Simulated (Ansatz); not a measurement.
# Honeycomb SnTe bilayer (like faces together) in a perpendicular field, part 2 of 4

Wanted: the out-of-plane response of the honeycomb SnTe bilayer (like faces together). A positive field points along +c.

Ansatz 0.2.0; plane-wave DFT, PBE-D3(BJ), Ansatz PAW (the session's first sound run).

So far. Step 2 (Relaxing the slab): The lattice constant a goes from 4.180 to 4.228 Å.

**3. Atoms held, field 0**

A sawtooth potential applies the field, turning back in the middle of the vacuum. With the dipole correction the typed value is the field outside the slab. The induced dipole is small, so the SCF threshold is tight.

The cell differs from the one that the last finished run ended in (c 43.780 → 24.204 Å).

File input.yaml:

```yaml
crystal:
  lattice:
    - [4.2277503123, 0.0, 0.0]
    - [-2.1138751562, 3.6613391713, 0.0]
    - [0.0, 0.0, 24.2036197309]
  atoms:
    - { symbol: Te, position: [0.6666666667, 0.3333333333, 0.3718452075] }
    - { symbol: Sn, position: [0.3333333333, 0.6666666667, 0.4407474414] }
    - { symbol: Te, position: [0.0, 0.0, 0.6281547925] }
    - { symbol: Sn, position: [0.6666666667, 0.3333333333, 0.5596886082] }
kpoints:
  mp_grid: { grid: [12, 12, 1] }
  band_path:
    path: [[0, 0, 0], [0.5, 0, 0], [0.33333333, 0.33333333, 0], [0, 0, 0]]
    npoints: 16
hamiltonian:
  xc: pbe
  dispersion: d3bj
scf:
  occupations: { method: fermi_dirac, width: 0.02585 }
  convergence: { dr2_threshold: 1.0e-10 }
efield:
  axis: 3
  dipole_correction: true
  ramp_position: 0.97
  ramp_width: 0.06
  amplitude: 0
output:
  dos: { projected: true, e_range: [-6, 5] }
  bader: true
  write_potential: true
  write_density: true
  volumetric_format: npy
  elf: true
```

Started as:

```console
ansatz run input.yaml --threads 4 --pin off --max-ram 6144MiB --backend cpu --events-out ev --progress --plain --runs-dir out
```

Numbers of over 12 decimals in the logs are rounded to 6 here.

Output:

```text
[...]
Crystal: 4 atoms, lattice volume = 374.653 Å³
Basis set: ecut = 420 eV, 7275 PW (Γ)
Bands: 36, of which v1, the nominal top of the filled ones, is band 30 counted from 1 (29 counted from 0)
Symmetry: 6 space group operations
[...]
k-points: 19 of 144 (time reversal used)
[...]
SCF iter   1: F=—  HF=-26010.286218 eV  |F-HF|=—  |Δ(HF+E_count)|=         —  Δρ=8.97e-4  dr2=1.95e-2  ethr=1.77e-3  p=0.001 e·Å  D=6.92e-4 V/Å  ΔV_dip=-0.02 eV  dr2_dipole=4.76e-3  V_vac-E_F(+/−)=4.20/4.22 eV  ⟨swp⟩=10.1  Hψ=3445  notcnv=0
efield: sawtooth ramp at fractional position 0.9700 (set: `efield.ramp_position`, or a place that a band, a saddle search or an elastic batch's reference lends), width 0.0600; the density the first Hamiltonian is built on has a dipole p = 0.001 e·Å; the dipole correction subtracts the counter field D = 6.92e-4 V/Å, which shifts the + side's vacuum level by -0.02 eV against the − side's; the planar-averaged density in the ramp window peaks in size at 1.6e-6 e/Å³
[...]
SCF iter   2: F=—  HF=-26010.290537 eV  |F-HF|=—  |Δ(HF+E_count)|=   4.32e-3  Δρ=1.05e-3  dr2=5.25e-2  ethr=3.25e-5  p=-0.030 e·Å  D=-1.43e-2 V/Å  ΔV_dip=0.35 eV  dr2_dipole=2.18e-2  V_vac-E_F(+/−)=4.50/4.16 eV  ⟨swp⟩=3.4  Hψ=1580  notcnv=0  defer=26
[...]
SCF iter  11: F=-26010.286558 eV  HF=-26010.286558 eV  |F-HF|=5.82e-11  |Δ(HF+E_count)|=  2.18e-11  Δρ=1.04e-7  dr2=9.62e-11  ethr=1.00e-12  p=-0.012 e·Å  D=-5.61e-3 V/Å  ΔV_dip=0.14 eV  dr2_dipole=2.77e-12  V_vac-E_F(+/−)=4.43/4.30 eV  ⟨swp⟩=8.7  Hψ=2298  notcnv=0
SCF 1 converged in 11 iterations: F = -26010.286558 eV  dr2 = 9.62e-11
[...]
NSCF: frozen V_eff on 49 k-points
efield: sawtooth ramp at fractional position 0.9700 (kept from the solve that this one continues, or follows in the run), width 0.0600; the density the first Hamiltonian is built on has a dipole p = -0.012 e·Å; the dipole correction subtracts the counter field D = -5.61e-3 V/Å, which shifts the + side's vacuum level by +0.14 eV against the − side's; the planar-averaged density in the ramp window peaks in size at 1.6e-6 e/Å³
[...]
SCF converged after 11 iterations
Free energy (F): -26010.286558 eV
[...]
Internal energy: -26010.286558 eV  (E = F + TS)
E sigma→0 (E₀):  -26010.286558 eV
Entropy (-TS):   -0.000000 eV (-0.000 meV/atom)
Fermi energy:    0.336932 eV
Dipole field:    D = -0.005608 V/Å  (p = -0.011611 e·Å, saw-weighted, corrected)
Work function:   Φ+ = 4.4323 eV   Φ− = 4.2965 eV
Levels:          The Fermi level and band energies are counted from a zero that moves with the ramp; work functions are not
[...]
--- Band table (eV; the first three rows and the last of 19) ---
  k-point 0: bands = [... 26 lower, -1.0299, -0.8942, -0.8942, -0.3141, 0.9412, 2.3943, 2.3943, 2.7839, ... 2 higher]
  k-point 1: bands = [... 26 lower, -1.4231, -1.1423, -0.9979, -0.0601, 1.3443, 2.1321, 2.4482, 2.8136, ... 2 higher]
  k-point 2: bands = [... 26 lower, -1.5024, -1.4132, -1.2489, -0.1272, 1.3943, 1.8854, 2.5325, 2.9849, ... 2 higher]
  k-point 18: bands = [... 26 lower, -2.8986, -2.5093, -2.0159, -1.5946, 0.8316, 1.3567, 2.4452, 3.4203, ... 2 higher]
--- Bader charges: 4 sites ---
  site symbol  charge [e]  shift [e]
     0     Te     -0.4800     0.0000
     1     Sn      0.4864     0.0000
     2     Te     -0.4902     0.0000
     3     Sn      0.4838     0.0000
  estimated error of the sums over rays = 2.3e-4 e
```

The job ended after 10 s (4 threads of AMD EPYC 9R45, shared host; peak memory 1 GiB).

The column dr2 measures how far the density is from self-consistency, as an energy; F and HF (Harris–Foulkes) agree once it is small.

This step gave:

```
dipole along the normal            : -0.01161 e·Å
gap along the path                 : 0.6769 eV
smallest direct gap along the path : 1.255 eV
step between the vacuum levels     : 0.1357 eV
ionisation energy, upper face      : 4.779 eV
electron affinity, upper face      : 4.102 eV
ionisation energy, lower face      : 4.643 eV
gap, the smaller of path and mesh  : 0.6769 eV
```

Running mean over a fixed 2.5 Å (it still follows the layers) of the planar mean; the ramp of the sawtooth is left out. Electron's electrostatic potential energy less the Fermi level against z:

```
z (Å)  electron's electrostatic potential energy less the Fermi level (eV)
  3.0                                                                 4.30
  3.5                                                                 4.30
  4.0                                                                 4.30
  4.5                                                                 4.30
  5.0                                                                 4.29
  5.5                                                                 4.28
  6.0                                                                 4.24
  6.5                                                                 4.07
  7.0                                                                 3.43
  7.5                                                                 2.39
  8.0                                                                 1.60
  8.5                                                                0.188
  9.0                                                                -1.30
  9.5                                                                -1.88
 10.0                                                                -2.03
 10.5                                                                -2.19
 11.0                                                                -1.28
 11.5                                                               -0.331
 12.0                                                               -0.331
 12.5                                                               -0.221
 13.0                                                               -0.679
 13.5                                                                -1.80
 14.0                                                                -2.05
 14.5                                                                -1.78
 15.0                                                                -1.56
 15.5                                                               -0.369
 16.0                                                                 1.24
 16.5                                                                 2.22
 17.0                                                                 3.12
 17.5                                                                 4.05
 18.0                                                                 4.33
 18.5                                                                 4.41
 19.0                                                                 4.43
 19.5                                                                 4.43
 20.0                                                                 4.43
 20.5                                                                 4.43
 21.0                                                                 4.43
```

The density of states has structure finer than the step of the table below, so its rows give means over 0.25 eV, whole bins alone (the curve runs from -6 to 2.3 eV). Peaks (eV: height): -3.900: 7.73, -3.330: 5.21, -2.880: 5.85, -2.250: 6.90, -1.750: 17.4, 1.110: 7.32, 1.860: 8.53.

Table of density of states by energy, zero at the Fermi level of the run, which the smearing sets inside the gap; means over each step:

```
energy (eV)  density of states (states/eV a cell)
      -4.50                                     0
      -4.25                                0.0111
      -4.00                                  4.09
      -3.75                                  3.20
      -3.50                                  3.45
      -3.25                                  3.70
      -3.00                                  3.36
      -2.75                                  3.47
      -2.50                                  3.35
      -2.25                                  4.52
      -2.00                                  4.13
      -1.75                                  7.29
      -1.50                                  2.54
      -1.25                                  1.20
      -1.00                                 0.737
      -0.75                                 0.655
      -0.50                                  1.16
      -0.25                                 0.128
       0.00                                     0
       0.25                                0.0600
       0.50                                  1.98
       0.75                                  3.57
       1.00                                  3.36
       1.25                                  3.16
       1.50                                  2.57
       1.75                                  3.99
       2.00                                  4.70
```

Projected DOS per atom over height of the atomic layer and energy from the Fermi level. Layers: Te Sn Sn Te from below.

Ten even steps from '_' (0.00 states/eV) to '@' (2.07 states/eV), each cell a mean:
```
::++==::
::++++::
::--==::
--====--
--==::..
________
________
..____..
______..
..__..--
%%--++@@
##==::++
**--::++
++::--##
++::::==
==::--==
**++--==
________
________
________
________
________
```
Columns: height of the atomic layer (Å) from 9 to 15.2 (not evenly spaced); rows upwards: energy from the Fermi level (eV) from -5.96 to 2.23.

The electronic bands at the labelled points (eV, zero at the Fermi level of the run, which the smearing sets inside the gap):

```
  point  band 27  band 28  band 29  band 30  band 31  band 32  band 33  band 34
      Γ    -1.37    -1.23    -1.23    -0.65     0.60     2.06     2.06     2.45
halfway    -2.06    -1.88    -1.76    -0.94     0.63     1.45     2.21     2.75
      M    -2.56    -2.35    -2.33    -1.86     0.49     0.86     2.07     2.23
halfway    -3.16    -2.89    -2.27    -1.77     0.84     1.12     1.78     2.89
      K    -3.24    -2.85    -2.35    -1.93     0.49     1.02     2.11     3.08
halfway    -2.73    -2.55    -1.71    -0.91     1.07     1.76     1.81     2.66
      Γ    -1.37    -1.23    -1.23    -0.65     0.60     2.06     2.06     2.45
```

Valence density in the ca plane at fractional y = 0.333, with atoms of Te and Sn within 0.2 Å of it. It is the smooth field of the valence electrons, not physical close to the nuclei.

Ten steps, logarithmic in the rise over the least value, from '0' (0 e/Å³) to '9' (15 e/Å³), each cell a mean:
```
00000000000000000122222111000012222111100000
00000000000000001235543210000124553211000000
00000000000000001358974210001246886310000000
00000000000000001369984210001247996310000000
00000000000000001358873210001236875310000000
00000000000000001234442210000123443211000000
00000000000000000112222111000011221111100000
00000000000000000001111111100000111111110000
00000000000000000000011111110000001122210000
00000000000000000000011111110000011122210000
00000000000000000011111111100000111111110000
```
Columns run along c (16.0 Å, from fractional 0.08 to 0.74 of the cell), rows up along a (4.2 Å). Atoms in or near the plane, at fractional coordinates: Te at (0.37, 0.67), Sn at (0.56, 0.67).

Electrostatic potential energy in the ca plane at fractional y = 0.333, with atoms of Te and Sn within 0.2 Å of it. With pseudopotentials it is smooth inside the atoms' cores, unlike the true potential.

Ten even steps from '0' (-17 eV) to '9' (5 eV), each cell a mean:
```
99999999999999999864357788889875446788899999
99999999999999998611203788998740100578999999
99999999999999998229970589998614992168999999
99999999999999997159990489998517995068999999
99999999999999998329960589998613981268999999
99999999999999998610003788998751001578999999
99999999999999999875467788889876556788899999
99999999999999999998888766789988888877789999
99999999999999999999987655788999988766689999
99999999999999999999987666788999988766689999
99999999999999999988888777789988888877789999
```
Columns run along c (16.0 Å, from fractional 0.08 to 0.74 of the cell; values clipped at the 3rd and 97th percentile), rows up along a (4.2 Å). Atoms in or near the plane, at fractional coordinates: Te at (0.37, 0.67), Sn at (0.56, 0.67).

ELF in the ca plane at fractional y = 0.333, with atoms of Te and Sn within 0.2 Å of it. It is the smooth field of the valence electrons, not physical close to the nuclei.

Values, 6 rows by 16 columns, each cell a mean:
```
0.00 0.00 0.00 0.00 0.08 0.48 0.68 0.53 0.53 0.20 0.31 0.39 0.32 0.41 0.27 0.07
0.00 0.00 0.00 0.01 0.16 0.67 0.55 0.11 0.47 0.13 0.45 0.18 0.16 0.18 0.04 0.01
0.00 0.00 0.00 0.01 0.15 0.65 0.59 0.20 0.49 0.14 0.43 0.24 0.20 0.20 0.06 0.01
0.00 0.00 0.00 0.00 0.05 0.36 0.65 0.58 0.49 0.25 0.26 0.38 0.36 0.50 0.38 0.11
0.00 0.00 0.00 0.00 0.00 0.04 0.15 0.26 0.30 0.41 0.21 0.13 0.42 0.62 0.65 0.31
0.00 0.00 0.00 0.00 0.01 0.08 0.28 0.38 0.33 0.39 0.20 0.20 0.42 0.61 0.61 0.27
```
Columns run along c (16.0 Å, from fractional 0.08 to 0.74 of the cell), rows up along a (4.2 Å). Atoms in or near the plane, at fractional coordinates: Te at (0.37, 0.67), Sn at (0.56, 0.67).

The gap is 0.68 eV, with the valence edge 4.78 eV and the conduction edge 4.10 eV under the upper vacuum level. Spin-orbit coupling, left out in this run, matters for the bands of elements this heavy.

**4. Single point, field 0.03 V/Å**

Edit input.yaml of step 3 so:

```diff
@@ -26,6 +26,4 @@
   ramp_width: 0.06
-  amplitude: 0
+  amplitude: 0.03
 output:
-  dos: { projected: true, e_range: [-6, 5] }
-  bader: true
   write_potential: true
@@ -33,2 +31 @@
   volumetric_format: npy
-  elf: true
```

Output:

```text
[...]
Crystal: 4 atoms, lattice volume = 374.653 Å³
Basis set: ecut = 420 eV, 7275 PW (Γ)
Bands: 36, of which v1, the nominal top of the filled ones, is band 30 counted from 1 (29 counted from 0)
Symmetry: 6 space group operations
[...]
k-points: 19 of 144 (time reversal used)
[...]
k-point 0: bands = [... 26 lower, -1.0336, -0.8906, -0.8906, -0.3144, 0.9419, 2.3934, 2.3934, 2.7840, ... 2 higher]
  k-point 1: bands = [... 26 lower, -1.4190, -1.1458, -0.9945, -0.0602, 1.3446, 2.1310, 2.4473, 2.8145, ... 2 higher]
  k-point 2: bands = [... 26 lower, -1.5029, -1.4162, -1.2460, -0.1269, 1.3934, 1.8852, 2.5318, 2.9869, ... 2 higher]
  k-point 18: bands = [... 26 lower, -2.9019, -2.5041, -2.0187, -1.5935, 0.8291, 1.3585, 2.4449, 3.4226, ... 2 higher]
[key lines of the parts left out:]
SCF converged after 15 iterations
Free energy (F): -26010.286540 eV
Fermi energy:    0.336352 eV
Dipole field:    D = 0.005034 V/Å  (p = 0.010423 e·Å, saw-weighted, corrected)
```

The job ended after 5.8 s (4 threads; peak memory 0.91 GiB).

The dipole is 0.0104 e·Å, 0.0220 e·Å from its value without field, and the gap 0.676 eV.

**5. Single point, field -0.03 V/Å**

Edit input.yaml of step 4 so:

```diff
@@ -26,3 +26,3 @@
   ramp_width: 0.06
-  amplitude: 0.03
+  amplitude: -0.03
 output:
```

Output:

```text
[...]
Crystal: 4 atoms, lattice volume = 374.653 Å³
Basis set: ecut = 420 eV, 7275 PW (Γ)
Bands: 36, of which v1, the nominal top of the filled ones, is band 30 counted from 1 (29 counted from 0)
Symmetry: 6 space group operations
[...]
k-points: 19 of 144 (time reversal used)
[...]
k-point 0: bands = [... 26 lower, -1.0263, -0.8978, -0.8978, -0.3139, 0.9404, 2.3951, 2.3951, 2.7837, ... 2 higher]
  k-point 1: bands = [... 26 lower, -1.4271, -1.1390, -1.0012, -0.0601, 1.3438, 2.1330, 2.4489, 2.8127, ... 2 higher]
  k-point 2: bands = [... 26 lower, -1.5019, -1.4104, -1.2517, -0.1277, 1.3951, 1.8854, 2.5330, 2.9827, ... 2 higher]
  k-point 18: bands = [... 26 lower, -2.8954, -2.5145, -2.0131, -1.5957, 0.8340, 1.3549, 2.4453, 3.4178, ... 2 higher]
[key lines of the parts left out:]
SCF converged after 15 iterations
Free energy (F): -26010.287237 eV
Fermi energy:    0.337414 eV
Dipole field:    D = -0.016247 V/Å  (p = -0.033639 e·Å, saw-weighted, corrected)
```

The job ended after 5.7 s (4 threads; peak memory 0.92 GiB; 22 s of CPU time).

The dipole is -0.0336 e·Å, -0.0220 e·Å from its value without field, and the gap 0.678 eV.

**6. Single point, field 0.15 V/Å**

Edit input.yaml of step 5 so:

```diff
@@ -26,3 +26,3 @@
   ramp_width: 0.06
-  amplitude: -0.03
+  amplitude: 0.15
 output:
```

Output:

```text
[...]
Crystal: 4 atoms, lattice volume = 374.653 Å³
Basis set: ecut = 420 eV, 7275 PW (Γ)
Bands: 36, of which v1, the nominal top of the filled ones, is band 30 counted from 1 (29 counted from 0)
Symmetry: 6 space group operations
[...]
k-points: 19 of 144 (time reversal used)
[...]
k-point 0: bands = [... 26 lower, -1.0499, -0.8771, -0.8771, -0.3166, 0.9437, 2.3882, 2.3882, 2.7832, ... 2 higher]
  k-point 1: bands = [... 26 lower, -1.4033, -1.1612, -0.9818, -0.0617, 1.3450, 2.1249, 2.4426, 2.8164, ... 2 higher]
  k-point 2: bands = [... 26 lower, -1.5063, -1.4301, -1.2350, -0.1263, 1.3885, 1.8829, 2.5278, 2.9926, ... 2 higher]
  k-point 18: bands = [... 26 lower, -2.9165, -2.4844, -2.0312, -1.5902, 0.8180, 1.3642, 2.4425, 3.4307, ... 2 higher]
[key lines of the parts left out:]
SCF converged after 15 iterations
Free energy (F): -26010.293078 eV
Fermi energy:    0.332835 eV
Dipole field:    D = 0.047604 V/Å  (p = 0.098561 e·Å, saw-weighted, corrected)
```

It took 5.9 s on 4 threads; peak memory 0.92 GiB; 23 s of CPU time.

The dipole is 0.0986 e·Å, 0.110 e·Å from its value without field, and the gap 0.670 eV.

**7. Single point, field 0.25 V/Å**

Edit input.yaml of step 6 so:

```diff
@@ -26,3 +26,3 @@
   ramp_width: 0.06
-  amplitude: 0.15
+  amplitude: 0.25
 output:
```

Output:

```text
[...]
Crystal: 4 atoms, lattice volume = 374.653 Å³
Basis set: ecut = 420 eV, 7275 PW (Γ)
Bands: 36, of which v1, the nominal top of the filled ones, is band 30 counted from 1 (29 counted from 0)
Symmetry: 6 space group operations
[...]
k-points: 19 of 144 (time reversal used)
[...]
k-point 0: bands = [... 26 lower, -1.0649, -0.8669, -0.8669, -0.3197, 0.9439, 2.3821, 2.3821, 2.7811, ... 2 higher]
  k-point 1: bands = [... 26 lower, -1.3909, -1.1758, -0.9722, -0.0643, 1.3439, 2.1175, 2.4369, 2.8162, ... 2 higher]
  k-point 2: bands = [... 26 lower, -1.5104, -1.4435, -1.2265, -0.1271, 1.3827, 1.8788, 2.5229, 2.9945, ... 2 higher]
  k-point 18: bands = [... 26 lower, -2.9302, -2.4693, -2.0429, -1.5885, 0.8073, 1.3675, 2.4388, 3.4358, ... 2 higher]
[key lines of the parts left out:]
SCF converged after 13 iterations
Free energy (F): -26010.306608 eV
Fermi energy:    0.328468 eV
Dipole field:    D = 0.083094 V/Å  (p = 0.172044 e·Å, saw-weighted, corrected)
```

Run time: 5.8 s. Hardware: 4 threads; peak memory 0.92 GiB.

The dipole is 0.172 e·Å, 0.184 e·Å from its value without field, and the gap 0.665 eV.

[end of part 2 of 4]

[Logs are printed without paths, hosts, clocks, repeated set-up lines and the standing remarks that a program may print on its own settings, such as how far it seeks lower states.]

[Hosts, paths, dates, database ids (printed as entryN), source tags and the programs' standing remarks are cut or masked in the printed files.]

[Maps of the electrostatic potential energy from Ansatz leave out the sawtooth potential of an applied field or a dipole correction, so their vacuum need not be flat; planar profiles and work functions include it.]

[The density of states shown here was stored with 400 of the rows of the run's finer table, so its peaks can read low, often by over a quarter, or be missed, and its means over a window can be off by a tenth or more.]
